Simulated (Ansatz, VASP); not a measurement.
## One calculation of Ag, two programs

```
Ag
1.0
     0.00000    2.19633    2.04310
     2.19633    0.00000    2.04310
     2.19633    2.19633    0.00000
Ag
1
Cartesian
  0.0000 0.0000 0.0000
```

Change from the starting cell: strain +0.0750 x Voigt [1, 1, 0, 0, 0, 0], atoms carried along.

Alike in both runs: task single point; functional LDA; k mesh 20 × 20 × 20; occupations gaussian, width 0.15 eV; no spin polarisation.

|  | VASP | Ansatz |
| --- | --- | --- |
| version | VASP 6.6.1 | Ansatz 0.2.0 |
| potentials or method | VASP PAW LDA potentials, release 64 (Ag) | scalar-relativistic, plane waves, PAW |
| plane-wave cutoff (eV) | 520 | 420 |
| valence electrons in the cell | 11 | 19 |

VASP gave:

- gap on the k mesh at the Fermi level (eV): none
- pressure (GPa): -15.7
- largest component of the traceless stress (GPa): 0.77

Estimate Ansatz's values.

gap on the k mesh at the Fermi level (eV): none; pressure (GPa): -15.9; largest component of the traceless stress (GPa): 0.77.

A gap of «none» marks a metal or a gap that the smearing closes. The two sets of potentials don't hold the same shells in valence.

Caveats: so large a pressure means that the cell lies far from this level's equilibrium, or that cutoff or potentials fall short (VASP).
